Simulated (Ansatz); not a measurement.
The system is Ga.

```xyz
2
Lattice="1.3830 -4.0265 0.0000 1.3830 4.0265 0.0000 -0.1174 0.0000 3.3299" Properties=species:S:1:pos:R:3 pbc="T T T"
Ga    1.2949    2.9716    2.4974
Ga    1.3536   -2.9716    0.8325
```

This isn't the form of Ga at room conditions, which is orthorhombic.

Base run:

| Item | Value |
| --- | --- |
| Program | Ansatz 0.2.0 |
| Functional | PBEsol |
| Potentials or basis | Ansatz PAW |
| Cutoff | 420 eV (not typed: the program's choice for these potentials) |
| k mesh | 7 × 7 × 6 |
| Occupations | fermi-dirac, width 0.05 eV |
| Spin | no spin polarisation |

Its results: band gap on the k mesh none (metal or under the smearing width); pressure -1.5 GPa; largest force 0.141 eV/Å.

Task: The run is repeated on the same cell with these changes: functional from PBEsol to PBE; k mesh from 7 × 7 × 6 to 10 × 10 × 8. What comes out?

Result: Band gap on the k mesh none (metal or under the smearing width); pressure 1.6 GPa; largest force 0.202 eV/Å.

Several settings changed at once, so the effect can't be laid on one alone.

Caveats: the PAW data sets come from PBE, with cores solved anew for the run's functional, which leaves a small shift of forces and pressure (some runs).
